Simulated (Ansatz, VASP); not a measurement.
# V in VASP and in Ansatz

```
V
1.0
    -1.49177    1.49177    1.49177
     1.49177   -1.49177    1.49177
     1.49177    1.49177   -1.49177
V
1
Direct
  0.00000 0.00000 0.00000
```

Alike in both runs: task single point; functional r2SCAN; k mesh 15 × 15 × 15; occupations methfessel-paxton of order 1, width 0.01 eV; no spin polarisation.

```csv
,VASP,Ansatz
version,VASP 6.6.1,Ansatz 0.2.0
potentials or method,"VASP PAW PBE potentials, release 64 (V_sv)","plane waves (500 eV) with PAW, scalar-relativistic"
plane-wave cutoff (eV),520,500
valence electrons in the cell,13,13
```

```csv
,VASP,Ansatz,Ansatz less VASP
pressure (GPa),-0.2,-0.9,-0.72
```

Caveats: the PAW data sets were made with another functional, which shifts forces and pressure a little (VASP).
